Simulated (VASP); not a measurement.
# PbSe (Fm-3m) in VASP: a series of runs

PbSe is run at these levels: revPBE+D4; tasks: single point, relaxation of cell and atoms.

All numbers are computed with VASP 6.6.1; they aren't measurements. Logs are shortened: lines on timing, memory, paths and dates and some standing lists are left out, and cuts for length are marked.

**The experiment to reproduce.**

From a printed reference work, monograph, for a bulk crystal of PbSe at 4.2 K: band gap 0.15 eV (direct).

The results are compared with them further down.

### 1 The cell of the first run

It takes space group Fm-3m (No. 225, cubic). The conventional cell has a = 6.134 Å, b = 6.134 Å, c = 6.134 Å, α = 90.00°, β = 90.00°, γ = 90.00°. Within 4.0 Å of Pb (site symmetry m-3m) lie 6 Se at 3.07 Å. Within 4.0 Å of Se (site symmetry m-3m) lie 6 Pb at 3.07 Å.

### 2 Single point, revPBE+D4

INCAR reads:

```
ALGO = Normal
EDIFF = 1E-7
ENCUT = 520
GGA = RE
ISIF = 2
ISMEAR = -1
IVDW = 13
LASPH = T
LCHARG = F
LREAL = F
LWAVE = F
NBANDS = 17
NELM = 100
PREC = Accurate
SIGMA = 0.05
```

KPOINTS reads:

```
k-points
0
Gamma
  8 8 8
```

POSCAR reads:

```
PbSe
1.0
    0.0000000000      3.0670283661      3.0670283661
    3.0670283661      0.0000000000      3.0670283661
    3.0670283661      3.0670283661      0.0000000000
Pb Se
1 1
Direct
    0.0000000000      0.0000000000      0.0000000000
    0.5000000000      0.5000000000      0.5000000000
```

Potentials or basis: VASP PAW PBE potentials, release 64 (Pb_d, Se).

Started as:

```sh
$ cat potpaw_PBE.64/Pb_d/POTCAR potpaw_PBE.64/Se/POTCAR > POTCAR
$ mpirun -np 1 vasp_std > vasp.out
```

OUTCAR:

```text
EDIFF = 1E-7
   ENCUT = 520
   GGA = RE
   ISIF = 2
   ISMEAR = -1
   IVDW = 13
   LASPH = T
   LREAL = F
   NELM = 100
   PREC = Accurate

 ion  position               nearest neighbor table
   1  0.000  0.000  0.000-   2 3.07   2 3.07   2 3.07   2 3.07   2 3.07   2 3.07
   2  0.500  0.500  0.500-   1 3.07   1 3.07   1 3.07   1 3.07   1 3.07   1 3.07

  LATTYP: Found a face centered cubic cell.
 ALAT       =     6.1340567322

  Lattice vectors:

 A1 = (   0.0000000000,   3.0670283661,   3.0670283661)
 A2 = (   3.0670283661,   0.0000000000,   3.0670283661)
 A3 = (   3.0670283661,   3.0670283661,   0.0000000000)

Analysis of symmetry for initial positions (statically):
=====================================================================
 Subroutine PRICEL returns:
 Original cell was already a primitive cell.

 Routine SETGRP: Setting up the symmetry group for a
 face centered cubic supercell.

 Subroutine GETGRP returns: Found 48 space group operations
 (whereof 48 operations were pure point group operations)
 out of a pool of 48 trial point group operations.

The static configuration has the point symmetry O_h .

Analysis of symmetry for dynamics (positions and initial velocities):
=====================================================================
 Subroutine PRICEL returns:
 Original cell was already a primitive cell.

 Routine SETGRP: Setting up the symmetry group for a
 face centered cubic supercell.

 Subroutine GETGRP returns: Found 48 space group operations
 (whereof 48 operations were pure point group operations)
 out of a pool of 48 trial point group operations.

The dynamic configuration has the point symmetry O_h .

 Subroutine INISYM returns: Found 48 space group operations
 (whereof 48 operations are pure point group operations),
 and found     1 'primitive' translations

----------------------------------------------------------------------------------------

                                     Primitive cell

  volume of cell :      57.7010

  direct lattice vectors                    reciprocal lattice vectors
     0.000000000  3.067028366  3.067028366    -0.163024250  0.163024250  0.163024250
     3.067028366  0.000000000  3.067028366     0.163024250 -0.163024250  0.163024250
     3.067028366  3.067028366  0.000000000     0.163024250  0.163024250 -0.163024250

  length of vectors
     4.337433112  4.337433112  4.337433112     0.282366284  0.282366284  0.282366284

  position of ions in fractional coordinates (direct lattice)
     0.000000000  0.000000000  0.000000000
     0.500000000  0.500000000  0.500000000

  ion indices of the primitive-cell ions
   primitive index   ion index
                 1           1
                 2           2

----------------------------------------------------------------------------------------

 KPOINTS: k-points

Automatic generation of k-mesh.
 Grid dimensions read from file:
 generate k-points for:    8    8    8

 Generating k-lattice:

  Cartesian coordinates                     Fractional coordinates (reciprocal lattice)
    -0.020378031  0.020378031  0.020378031     0.125000000  0.000000000  0.000000000
     0.020378031 -0.020378031  0.020378031     0.000000000  0.125000000  0.000000000
     0.020378031  0.020378031 -0.020378031     0.000000000  0.000000000  0.125000000

  Length of vectors
     0.035295786  0.035295786  0.035295786

  Shift w.r.t. Gamma in fractional coordinates (k-lattice)
     0.000000000  0.000000000  0.000000000

 Subroutine IBZKPT returns following result:
 ===========================================

 Found     29 irreducible k-points:

 Following reciprocal coordinates:
            Coordinates               Weight
  0.000000  0.000000  0.000000      1.000000
  0.125000  0.000000  0.000000      8.000000
  0.250000  0.000000  0.000000      8.000000
  0.375000  0.000000  0.000000      8.000000
  0.500000  0.000000  0.000000      4.000000
  0.125000  0.125000  0.000000      6.000000
[... 16 lines left out ...]
  0.500000  0.250000  0.125000     48.000000
 -0.375000  0.250000  0.125000     24.000000
 [... further k-points ...]
   k-points           NKPTS =     29   k-points in BZ     NKDIM =     29   number of bands    NBANDS=     17
   number of dos      NEDOS =    301   number of ions     NIONS =      2
   total plane-waves  NPLWV =  32768
   dimension x,y,z NGX =    32 NGY =   32 NGZ =   32
   dimension x,y,z NGXF=    64 NGYF=   64 NGZF=   64
   ions per type =               1   1
   NGX,Y,Z   is equivalent  to a cutoff of  12.27, 12.27, 12.27 a.u.
   NGXF,Y,Z  is equivalent  to a cutoff of  24.53, 24.53, 24.53 a.u.
 SYSTEM =  unknown system
   PREC   = accura    normal or accurate (medium, high low for compatibility)
   ISTART =      0    job   : 0-new  1-cont  2-samecut
   ICHARG =      2    charge: 1-file 2-atom 10-const
   ISPIN  =      1    spin polarized calculation?
   LNONCOLLINEAR =      F non collinear calculations
   LSORBIT =      F    spin-orbit coupling
   LASPH  =      T    aspherical Exc in radial PAW
   ENCUT  =  520.0 eV  38.22 Ry    6.18 a.u.   8.06  8.06  8.06*2*pi/ulx,y,z
   NELM   =    100;   NELMIN=  2; NELMDL= -5     # of ELM steps
   EDIFF  = 0.1E-06   stopping-criterion for ELM
   LREAL  =      F    real-space projection
   EDIFFG = 0.1E-05   stopping-criterion for IOM
   NSW    =      0    number of steps for IOM
   IBRION =     -1    ionic relax: 0-MD 1-quasi-New 2-CG
   NFREE  =      0    steps in history (QN), initial steepest desc. (CG)
   ISIF   =      2    stress and relaxation
   ISYM   =      2    0-nonsym 1-usesym 2-fastsym
   POTIM  = 0.5000    time-step for ionic-motion
   TEBEG  =    0.0;   TEEND  =   0.0 temperature during run
   PSTRESS=    0.0 pullay stress
   NELECT =      20.0000    total number of electrons
   NUPDOWN=      -1.0000    fix difference up-down
   EMIN   =  10.00;   EMAX   =-10.00  energy-range for DOS
   EFERMI =   0.00;   METHOD = LEGACY
   ISMEAR =    -1;   SIGMA  =   0.05  broadening in eV -4-tet -1-fermi 0-gaus
   EFERMI_NEDOS =   21; number of points for ismear=-14 and -15
   IALGO  =     38    algorithm
   IMIX   =      4    mixing-type and parameters
     AMIX     =   0.40;   BMIX     =  1.00
     AMIX_MAG =   1.60;   BMIX_MAG =  1.00
  volume/ion in A,a.u.               =      28.85       194.69
  Fermi-wavevector in a.u.,A,eV,Ry     =   1.149980  2.173148 17.993086  1.322455
  Thomas-Fermi vector in A             =   2.286647
   LORBIT       =      0    0 simple, 1 ext, 2 COOP (PROOUT), +10 PAW based schemes
   GGA     = RE    functional components
   LHFCALC =     F    Hartree Fock is set to
   AEXX    =    0.0000 exact exchange contribution
   IVDW    =    13    specifies the selected vdW correction
   LEPSILON=     F    determine dielectric tensor
   LRPA    =     F    only Hartree local field effects (RPA)
 non-spin polarized calculation
  energy-cutoff  :      520.00
  volume of cell :       57.70
 maximum number of plane-waves:      1588
   NGX = 17   NGY = 17   NGZ = 17

 number of electron      19.9999998 magnetization

 Free energy of the ion-electron system (eV)
  ---------------------------------------------------
  ext. energy  EPLUGINS =         0.00000000
  ---------------------------------------------------
  free energy    TOTEN  =        -7.56740793 eV

  energy without entropy =       -7.56723488  energy(sigma->0) =       -7.56732141

 E-fermi :   5.2662     XC(G=0):  -9.3929

 val. band max:        5.0793479574   @ k =   0.5000   0.0000   0.0000
 cond. band min:       5.4529881535   @ k =   0.5000   0.0000   0.0000
 fundamental gap:      0.3736401962
 Fermi energy:         5.2661958198

 k-point     1 :       0.0000    0.0000    0.0000
  band No.  band energies     occupation
      1     -11.7988      2.00000
      2     -11.7988      2.00000
      3     -11.7988      2.00000
      4     -11.7915      2.00000
      5     -11.7915      2.00000
      6      -8.4417      2.00000
[... 9 lines left out ...]
     16      11.6379      0.00000
     17      13.3830      0.00000

 k-point     2 :       0.1250    0.0000    0.0000
  band No.  band energies     occupation
      1     -11.7983      2.00000
      2     -11.7979      2.00000
      3     -11.7979      2.00000
      4     -11.7914      2.00000
      5     -11.7914      2.00000
      6      -8.3248      2.00000
[... 9 lines left out ...]
     16      11.9779      0.00000
     17      14.4519      0.00000

 k-point     3 :       0.2500    0.0000    0.0000
  band No.  band energies     occupation
      1     -11.8049      2.00000
      2     -11.8049      2.00000
      3     -11.7971      2.00000
      4     -11.7815      2.00000
      5     -11.7815      2.00000
      6      -8.0039      2.00000
[... 9 lines left out ...]
     16      12.8358      0.00000
     17      16.3466      0.00000

 k-point     4 :       0.3750    0.0000    0.0000
  band No.  band energies     occupation
      1     -11.8129      2.00000
      2     -11.8129      2.00000
      3     -11.7961      2.00000
      4     -11.7705      2.00000
      5     -11.7705      2.00000
      6      -7.5996      2.00000
[... 9 lines left out ...]
     16      14.1199      0.00000
     17      16.5897      0.00000
[... 343 lines left out ...]
      1     -11.8294      2.00000
      2     -11.8011      2.00000
      3     -11.7955      2.00000
      4     -11.7785      2.00000
      5     -11.7733      2.00000
      6      -7.7312      2.00000
[... 9 lines left out ...]
     16      14.6351      0.00000
     17      15.1054      0.00000

 k-point    23 :       0.5000    0.2500    0.1250
  band No.  band energies     occupation
      1     -11.8413      2.00000
      2     -11.8012      2.00000
      3     -11.7944      2.00000
      4     -11.7753      2.00000
      5     -11.7678      2.00000
      6      -7.3766      2.00000
[... 9 lines left out ...]
     16      15.0598      0.00000
     17      16.1481      0.00000

 k-point    24 :      -0.3750    0.2500    0.1250
  band No.  band energies     occupation
      1     -11.8456      2.00000
      2     -11.8041      2.00000
      3     -11.7880      2.00000
      4     -11.7788      2.00000
      5     -11.7643      2.00000
      6      -7.2032      2.00000
[... 9 lines left out ...]
     16      15.9332      0.00000
     17      16.0477      0.00000

 [... further k-points ...]

------------------------ aborting loop because EDIFF is reached ----------------------------------------

  DFT-D4 for vdW energy calculation

  Edisp (eV):   -1.22775

  FORCE on cell =-STRESS in cart. coord.  units (eV):
  Direction    XX          YY          ZZ          XY          YZ          ZX
  --------------------------------------------------------------------------------------
  -------------------------------------------------------------------------------------
  Total      -0.00831    -0.00831    -0.00831     0.00000    -0.00000     0.00000
  in kB      -0.23077    -0.23077    -0.23077     0.00000    -0.00000     0.00000
  external pressure =       -0.23 kB  Pullay stress =        0.00 kB

 VOLUME and BASIS-vectors are now :
 -----------------------------------------------------------------------------
  energy-cutoff  :      520.00
  volume of cell :       57.70
      direct lattice vectors                 reciprocal lattice vectors
     0.000000000  3.067028366  3.067028366    -0.163024250  0.163024250  0.163024250
     3.067028366  0.000000000  3.067028366     0.163024250 -0.163024250  0.163024250
     3.067028366  3.067028366  0.000000000     0.163024250  0.163024250 -0.163024250

 POSITION                                       TOTAL-FORCE (eV/Angst)
 -----------------------------------------------------------------------------------
      0.00000      0.00000      0.00000         0.000000      0.000000     -0.000000
      3.06703      3.06703      3.06703         0.000000      0.000000      0.000000
 -----------------------------------------------------------------------------------
    total drift:                                0.000000     -0.000000     -0.000000

  FREE ENERGIE OF THE ION-ELECTRON SYSTEM (eV)
  ---------------------------------------------------
  free  energy   TOTEN  =        -8.7951541895 eV

  energy  without entropy=       -8.7949811477  energy(sigma->0) =       -8.79506767
```

It took 52 s on 1 thread of AMD EPYC 7R13, shared host; peak memory 0.16 GiB.

What came out:

| Item | Value |
| --- | --- |
| Free energy | -8.7952 eV |
| Pressure | 0.0 GPa |
| Band gap on the k mesh | 0.37 eV |
| Dispersion energy per atom | -0.614 eV |

Caveat: the PAW data sets were made with another functional, which shifts forces and pressure a little; spin-orbit coupling is left out, which moves the levels of the heavy elements.

### 3 Relaxation of cell and atoms, revPBE+D4

This run uses another cell than the first one, of 28.67 Å³/atom.

INCAR reads:

```
PREC = Accurate
ENCUT = 600
EDIFF = 1E-6
ISMEAR = -1
SIGMA = 0.05
LREAL = F
LASPH = T
NELM = 100
ALGO = Normal
ISIF = 3
LWAVE = F
LCHARG = F
GGA = RE
IVDW = 13
IBRION = 2
NSW = 80
EDIFFG = -0.02
```

KPOINTS reads:

```
Automatic mesh
0
Gamma
  8 8 8
```

POSCAR reads:

```
PbSe
1.0
    0.0000000000      3.0606500000      3.0606500000
    3.0606500000      0.0000000000      3.0606500000
    3.0606500000      3.0606500000      0.0000000000
Pb Se
1 1
Direct
    0.0000000000      0.0000000000      0.0000000000
    0.5000000000      0.5000000000      0.5000000000
```

Potentials or basis: VASP PAW PBE potentials, release 64 (Pb_d, Se).

Started as:

```sh
$ cat potpaw_PBE.64/Pb_d/POTCAR potpaw_PBE.64/Se/POTCAR > POTCAR
$ mpirun -np 1 vasp_std > vasp.out
```

It took 84 s on 1 thread of AMD EPYC 7R13, shared host; peak memory 0.19 GiB.

The run converged. Its results:

| Property | Result |
| --- | --- |
| Free energy | -8.7953 eV |
| Relaxed volume | 28.90 Å³/atom |
| Relaxed cell | a = 4.340 Å, b = 4.340 Å, c = 4.340 Å, α = 60.00°, β = 60.00°, γ = 60.00° |
| Space group after relaxing (to 0.1 Å) | Fm-3m (No. 225) |
| Energy gained by relaxing | 0.2 meV/atom |
| Ionic steps | 2 |
| Pressure after relaxing | -0.1 GPa |
| Band gap on the k mesh | 0.38 eV |
| Dispersion energy per atom | -0.613 eV |

Step by step:
```
step  energy change (eV)  largest force (eV/Å)  pressure (GPa)  volume (Å³)
   1              0.0000                0.0000            0.31        57.34
   2             -0.0003                0.0000           -0.07        57.80
```

Final structure:
```
Pb Se
1.0
     0.00000    3.06875    3.06875
     3.06875    0.00000    3.06875
     3.06875    3.06875    0.00000
Pb Se
1 1
Direct
  0.00000 0.00000 0.00000
  0.50000 0.50000 0.50000
```

Levels at points of the mesh, in eV from the valence-band top:
```
           k point  band 8  band 9  band 10  band 11  band 12  band 13
(0.00, 0.00, 0.00)   -1.85   -1.85    -1.85     4.73     4.73     4.73
(0.50, 0.00, 0.00)   -1.45   -1.45     0.00     0.38     1.75     1.75
(0.50, 0.50, 0.00)   -4.89   -3.18    -3.18     3.79     5.62     5.62
```

Caveat: the PAW data sets were made with another functional, which shifts forces and pressure a little; spin-orbit coupling is left out, which moves the levels of the heavy elements.

### 4 Comparison with measurements

Step 2. Measured gap of PbSe: 0.15 eV (direct; 4.2 K; a printed reference work, monograph). This calculation gives 0.37 eV (+0.22 eV). 2 values of this kind are on record (0.15 to 0.28 eV); this one was drawn at random. Spin-orbit coupling on Pb, Se is left out. The value is that of revPBE+D4 on a finite k mesh, which can miss the band edges, without temperature or zero-point motion.

Step 3. The cell as given is a measured one (28.67 Å³/atom); revPBE+D4 puts the equilibrium volume +0.8 % from it, thermal expansion not counted.
